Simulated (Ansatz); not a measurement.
# O: the cost of one run

Computed with Ansatz 0.2.0 (DFT, PBE, all-electron LAPW, scalar-relativistic, unless a step's input says otherwise).

## 1. The system as given

It takes space group C2/m (No. 12, monoclinic). The conventional cell has a = 5.703 Å, b = 3.325 Å, c = 4.363 Å, α = 90.00°, β = 123.29°, γ = 90.00°. O (site symmetry m) has 1 O at 1.22 Å as nearest neighbours.

Structure file:

```
O
1.0
     2.85140   -1.66242    0.00000
     2.85140    1.66242    0.00000
    -2.39449    0.00000    3.64705
O
2
Direct
  0.02545 0.02545 0.15557
  0.97455 0.97455 0.84443
```

Atoms are numbered in the order of the input: O1, O2.

## 2. Free moments, LAPW

Contents of input.yaml:

```yaml
crystal:
  lattice:
    - [2.8514028533, -1.66241594, 0.0]
    - [2.8514028533, 1.66241594, 0.0]
    - [-2.3944914034, 0.0, 3.6470501824]
  atoms:
    - { symbol: O, position: [0.02545383, 0.02545383, 0.15557402], spin: 1.0 }
    - { symbol: O, position: [0.97454617, 0.97454617, 0.84442598], spin: 1.0 }
magnetization:
  spin_polarized: true
kpoints:
  mp_grid: { grid: [10, 10, 8] }
scf:
  occupations: { method: fermi_dirac, width: 0.05 }
  lower_state_search: "off"
hamiltonian:
  xc: pbe
  pseudopotentials: { kind: all_electron, lapw: { basis_error: 0.001 } }
output:
  forces: true
  stress: true
  eigenvalues: false
  populations: true
```

Command:

```console
> ansatz run input.yaml --threads 1 --pin off --max-ram 3072MiB --backend cpu --events-out ev --progress --plain --runs-dir out
```

**Question.** How long does this run take on 1 thread of Arm Neoverse V1, shared host, and how much memory does it need?

About 3.4 min, with a peak of 2.4 GiB.
